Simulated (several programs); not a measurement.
LiNbO3 (LiNbO3 type), relaxed with r2SCAN in Ansatz, was computed with several methods. The symmetry is R3c (No. 161, trigonal); conventional cell a = 5.137 Å, c = 13.885 Å, 10.58 Å³ an atom. Li is surrounded by 6 O at 2.05–2.24 Å; Nb is surrounded by 6 O at 1.88–2.14 Å; O is surrounded by 2 Nb at 1.88–2.14 Å and 2 Li at 2.05–2.24 Å. Computed, not measured; no magnetism was allowed, and whether the structure is a known phase isn't checked.

```
Li Nb O
1.0
     2.56870    1.48304    4.62823
    -2.56870    1.48304    4.62823
     0.00000   -2.96608    4.62823
Li Nb O
2 2 6
Direct
  0.78217 0.78217 0.78217
  0.28217 0.28217 0.28217
  0.50018 0.50018 0.50018
  0.00018 0.00018 0.00018
  0.60799 0.21964 0.86202
  0.86202 0.60799 0.21964
  0.10799 0.36202 0.71964
  0.21964 0.86202 0.60799
  0.71964 0.10799 0.36202
  0.36202 0.71964 0.10799
```

Gaps and times are for a single point on this cell; volume and bulk modulus come from each method's own relaxation or energy curve at fixed shape, which is too stiff where a cell has free coordinates or axes. Times are rough, from shared hosts (AMD EPYC 9R45 96-Core Processor; Arm Neoverse V2; NVIDIA H100 80GB HBM3), and each method has its own mesh and cell size. A double dagger marks a value from a curve with shape and coordinates held. PM6 (MOPAC), PM7 (MOPAC), GFN1-xTB (tblite) treat a cluster of cells at its zone centre, which samples few k points: where these miss a band edge, the gap comes out too large for that reason alone. Gaps from k meshes are read at a limited set of points (mesh, symmetry points, PBE's band edges), so each method's own least gap may be somewhat smaller. xTB and the PM methods were fitted mostly to molecules, and can miss a solid's gap by electronvolts. Minimal bases can be far off for gaps. Times of the plane-wave ladder aren't listed, since it ran on unlike processors and cards. GLLB-SC's gap includes the derivative discontinuity. d marks a direct gap, i an indirect one (no mark: not told apart), a dash a value that wasn't computed or didn't pass its checks.

```tsv
method	kind	gap (eV)	own volume (Å³/atom)	bulk modulus (GPa)	atoms computed	processor time
PBEsol	semilocal	–	10.52	–	10	–
light PBE (260 eV and a coarse mesh)	light plane-wave	3.58 i	–	–	10	1.8 s
PBE+SOC	semilocal	3.55 i	–	–	10	–
GFN1-xTB (tblite)	tight binding	1.23	–	–	cluster	7.2 s
LDA	semilocal	3.53 i	10.15	–	10	–
PM6 (MOPAC)	semi-empirical	9.28	–	–	cluster	9.7 s
PM7 (MOPAC)	semi-empirical	4.53	–	–	cluster	9.8 s
PBE	semilocal	3.59 i	10.90	199‡	10	–
r2SCAN	semilocal	4.00 i	10.58	220‡	10	–
PBE0	hybrid	5.79 i	–	–	10	–
HSE06	hybrid	5.03 i	–	–	10	–
PBE/SZV (CP2K)	small basis	2.96 i	11.26‡	193‡	10	48 s
GLLB-SC (GPAW)	model potential	6.11	–	–	10	120 s
PBE/DZVP (CP2K)	small basis	3.52 i	10.83‡	202‡	10	2.1 min
Hartree-Fock	exact exchange	13.58 i	–	–	10	–
DDH-PBE0	hybrid	5.24 i	–	–	10	–
```

Question: How far from the measured values lie the methods that can be set against them?

Answer:
- Volume, measured 10.61 Å³ an atom: PBEsol -0.8 %, LDA -4.3 %, PBE +2.8 %, r2SCAN -0.3 %.
The calculations are for a static lattice; samples hold vibrations, temperature and, in optical gaps, excitons. A measured value is shown where most reports agree with it, and only for the quantities listed. Sources: 10.61 Å³ an atom (from the lattice constants; a, hexagonal axes; 300 K; “Omni‐functional crystal: Advanced methods to characterize the composition and homogeneity of lithium niobate melts and crystals”; Literature value quoted in a review; crystal composition (congruent or stoichiometric) not stated; 2022; pmc:10191049).

Only the rows marked +SOC include spin-orbit coupling.
